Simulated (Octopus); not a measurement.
The system is In.

```xyz
2
Lattice="3.3355 0.0000 0.0000 -1.6677 2.8886 0.0000 0.0000 0.0000 5.5091" Properties=species:S:1:pos:R:3 pbc="T T T"
In    1.6677    0.9629    4.1319
In    0.0000    1.9257    1.3773
```

This isn't the form of In at room conditions, which is tetragonal.

```yaml
Program: Octopus 16.4
Task: single point
Functional: PBE
Potentials_or_basis: pseudodojo_pbe (PseudoDojo 0.5, PBE)
Grid_spacing: 0.133 × 0.133 × 0.134 Å
k_mesh: 9 × 9 × 5
Occupations: fermi-dirac, width 0.05 eV
Spin: no spin polarisation
```

On this cell: largest force under 0.003 eV/Å; band gap on the k mesh none (metal or under the smearing width).

The same run follows on a disturbed copy (atoms moved at random, drawn with an rms of 0.05 Å):

```
In
1.0
     3.33548    0.00000    0.00000
    -1.66774    2.88861    0.00000
     0.00000    0.00000    5.50914
In
2
Direct
  0.67002 0.33591 0.74904
  0.32037 0.68022 0.25626
```

Q: What changes?

A: The energy (extrapolated to zero smearing) moves by +1.7 meV/atom; largest force 0.115 eV/Å; band gap on the k mesh none (metal or under the smearing width).

Forces on the atoms (eV/Å):
```
In  -0.016  0.006  0.113
In   0.016 -0.006 -0.113
```
